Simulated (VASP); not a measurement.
CdSe (Cadmoselite): band structure with HSE06

**What was measured.**

A printed reference work, data compilation reports, for a bulk crystal of CdSe at 2 K: band gap 1.841 eV.

Crystal: CdSe (Cadmoselite).

```
CELL_PARAMETERS angstrom
4.30969 0.00000 0.00000
-2.15484 3.73230 0.00000
0.00000 0.00000 7.03519
ATOMIC_POSITIONS crystal
Cd 0.33333 0.66667 0.00467
Cd 0.66667 0.33333 0.50467
Se 0.33333 0.66667 0.38033
Se 0.66667 0.33333 0.88033
```

* Program: VASP 6.6.1
* Task: band structure
* Functional: HSE06
* Potentials or basis: VASP PAW PBE potentials, release 64 (Cd, Se)
* Cutoff: 520 eV
* k mesh: 6 × 6 × 3
* Occupations: gaussian, width 0.03 eV
* Spin: no spin polarisation
* Grid for exact exchange (PRECFOCK): Fast
* Screening parameter: 0.2 1/A
* Further INCAR settings: ALGO = Normal; EDIFF = 1e-06

| Property | Result |
| --- | --- |
| Pressure | 1.5 GPa |
| Band gap on the k mesh | 1.61 eV, direct |
| Band gap along the path | 1.61 eV, direct |

Levels at points of the mesh, in eV from the valence-band top:
```csv
k point,band 15,band 16,band 17,band 18,band 19,band 20,band 21,band 22
"(0.00, 0.00, 0.00)",-0.81,-0.05,0.00,0.00,1.61,3.20,6.92,6.92
"(0.50, 0.00, 0.00)",-2.82,-1.97,-1.41,-0.80,4.24,4.28,5.67,7.31
```

It took 17 min on 4 MPI ranks on Intel(R) Xeon(R) 6975P-C (Granite Rapids), on a shared host, peak memory 0.41 GiB a rank.

A measured gap of CdSe is 1.841 eV (2 K; a printed reference work, data compilation); the calculated 1.61 eV misses it by -0.23 eV. Spin-orbit coupling on Cd, Se is left out. The value is that of HSE06, without temperature or zero-point motion.

Caveat: the PAW data sets were made with another functional, which shifts forces and pressure a little.
